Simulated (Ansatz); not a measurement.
# KTaO₃: how strain makes field gradients

```xyz
5
Lattice="3.9883 0.0000 0.0000 0.0000 3.9883 0.0000 0.0000 0.0000 3.9883" Properties=species:S:1:pos:R:3 pbc="T T T"
K     1.9942    1.9942    1.9942
Ta    0.0000    0.0000    0.0000
O     1.9942    0.0000    0.0000
O     0.0000    1.9942    0.0000
O     0.0000    0.0000    1.9942
```

Atoms are numbered in the order listed.

The cell comes from COD entry 2102087, which wasn't checked; take it as a given geometry.

Level of theory: Ansatz 0.2.0, DFT, PBE, all-electron PAW with datasets made for the crystal, scalar-relativistic.

Numerical set-up: a Γ-centred 5×5×5 k mesh, Fermi–Dirac smearing of 0.01 eV, cutoff 540 eV (chosen by the program for this cell), no spin polarisation.

The strain is applied along the Cartesian axes of the cell as listed (the other components stay zero). Fractional coordinates are held (clamped ions).

The columns are Cartesian components of the electric field gradient at the nuclei, in 10²¹ V/m².

No spin–orbit coupling: at heavy atoms the gradients can be off by tens of per cent for that reason.

Only quantities that a quadratic follows smoothly over the whole series are listed; rougher ones are left out.

| εzz | Vzz at K1 | Vzz at Ta2 | Vzz at O3 |
| --- | --- | --- | --- |
| -0.0200 | -0.19 | -11.14 | -1.35 |
| -0.0100 | -0.10 | -5.41 | -1.20 |
| 0.0000 | 0.00 | 0.00 | -1.05 |
| 0.0200 | 0.21 | 9.95 | -0.75 |
| 0.0300 | 0.32 | 14.52 | -0.60 |

(1) Fit the series and give the gradient–strain slopes.

(2) One run, at εzz = 0.0100, is withheld. Predict its row.

Results:

(1) Least-squares fits y = p0 + p1 x + p2 x² to the rows give Vzz at K1: p1 = 10, p2 = 24; Vzz at Ta2: p1 = 527, p2 = -1500; Vzz at O3: p1 = 15, p2 = -7.8e-13. The slopes p1 are in 10²¹ V/m² per unit strain, for clamped ions.

(2) The fits give 0.10, 5.13, -0.90; the run gave 0.10, 5.12, -0.90.
